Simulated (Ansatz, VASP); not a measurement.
## One calculation of Mg, two programs

File INCAR:

```
SYSTEM = Mg
PREC = Accurate
ENCUT = 600
EDIFF = 1E-6
ISMEAR = -1
SIGMA = 0.05
LREAL = .FALSE.
LASPH = .TRUE.
NELM = 100
ALGO = Fast
ISIF = 3
LWAVE = .FALSE.
LCHARG = .FALSE.
IBRION = 2
NSW = 60
EDIFFG = -0.01
```

Contents of KPOINTS:

```
regular mesh
0
G
  10 10 10
  0 0 0
```

POSCAR

```
Mg
1.0
    0.0000000000      2.2442560000      2.2442560000
    2.2442560000      0.0000000000      2.2442560000
    2.2442560000      2.2442560000      0.0000000000
Mg
1
Direct
    0.0000000000      0.0000000000      0.0000000000
```

input.yaml

```yaml
crystal:
  lattice:
    - [0.0, 2.244256, 2.244256]
    - [2.244256, 0.0, 2.244256]
    - [2.244256, 2.244256, 0.0]
  atoms:
    - { symbol: Mg, position: [0.0, 0.0, 0.0] }
hamiltonian:
  xc: lda
  pseudopotentials: { kind: paw }
kpoints:
  mp_grid: { grid: [10, 10, 10] }
scf:
  occupations: { method: fermi_dirac, width: 0.05 }
output:
  forces: true
  stress: true
  eigenvalues: true
relax:
  f_tol: 0.01
  max_steps: 40
  cell: { stress_tol: 0.05 }
```

This isn't the form of Mg at room conditions, which is hcp.

Alike in both runs: task relaxation of cell and atoms; functional LDA; k mesh 10 × 10 × 10; occupations fermi-dirac, width 0.05 eV; no spin polarisation.

```csv
,VASP,Ansatz
version,VASP 6.6.1,Ansatz 0.2.0
potentials or method,"VASP PAW LDA potentials, release 64 (Mg)",Ansatz PAW
plane-wave cutoff (eV),600,420
valence electrons in the cell,2,10
```

Ansatz gave:

| Quantity | Value |
| --- | --- |
| gap on the k mesh at the Fermi level, each at its own relaxed structure (eV) | none |
| relaxed volume (Å³/atom) | 21.75 |
| relaxed cell length with the largest relative difference (Å) | 3.133 |
| energy change over the relaxation (meV/atom) | -4 |

**Question.** Which values does VASP return?

**Answer.** gap on the k mesh at the Fermi level, each at its own relaxed structure (eV): none; relaxed volume (Å³/atom): 21.59; relaxed cell length with the largest relative difference (Å): 3.125; energy change over the relaxation (meV/atom): -6.

A gap of «none» marks a metal or a gap that the smearing closes. The two sets of potentials don't hold the same shells in valence.

Caveats: the plane-wave basis is chosen anew once the cell has moved, so the energies of steps on either side of that aren't comparable (Ansatz); the PAW data sets come from PBE, with cores solved anew for the run's functional, which leaves a small shift of forces and pressure (Ansatz).
